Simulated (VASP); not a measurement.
A run of VASP 6.6.1 is set up as follows.

INCAR

```
SYSTEM = C
PREC = Accurate
ENCUT = 520
EDIFF = 1E-7
ISMEAR = 0
SIGMA = 0.05
LREAL = .FALSE.
LASPH = .TRUE.
NELM = 100
ALGO = Normal
ISIF = 4
LWAVE = .FALSE.
LCHARG = .FALSE.
LDIPOL = .TRUE.
IDIPOL = 3
DIPOL = 0.5 0.5 0.500
GGA = PS
IBRION = 2
NSW = 100
EDIFFG = -0.003
```

The input KPOINTS:

```
regular mesh
0
G
  18 18 1
  0 0 0
```

The input POSCAR:

```
C
1.0
    2.4600000000      0.0000000000      0.0000000000
    1.2300000000      2.1304224900      0.0000000000
    0.0000000000      0.0000000000     21.3883333060
C
4
Direct
    0.0000000000      0.0000000000      0.4207901509
    0.6666666670      0.6666666670      0.4216239378
    0.6666666670      0.6666666670      0.5792098491
    0.3333333330      0.3333333330      0.5775422741
```

Potentials or basis: VASP PAW PBE potentials, release 64 (C).

Launch:

```console
$ cat potpaw_PBE.64/C/POTCAR > POTCAR
$ mpirun -np 1 vasp_std > vasp.out
```

Task: What does it give for the energy gained by relaxing?

Result: 4.4 meV/atom.

Task: Estimate the band gap on the k mesh.

Result: None (metal or under the smearing width).

Final structure:
```
C
1.0
     2.46095    0.00000    0.00000
     1.23048    2.13125    0.00000
     0.00000    0.00000   21.37181
C
4
Direct
  0.00000 0.00000 0.41572
  0.66667 0.66667 0.41573
  0.66667 0.66667 0.58385
  0.33333 0.33333 0.58387
```
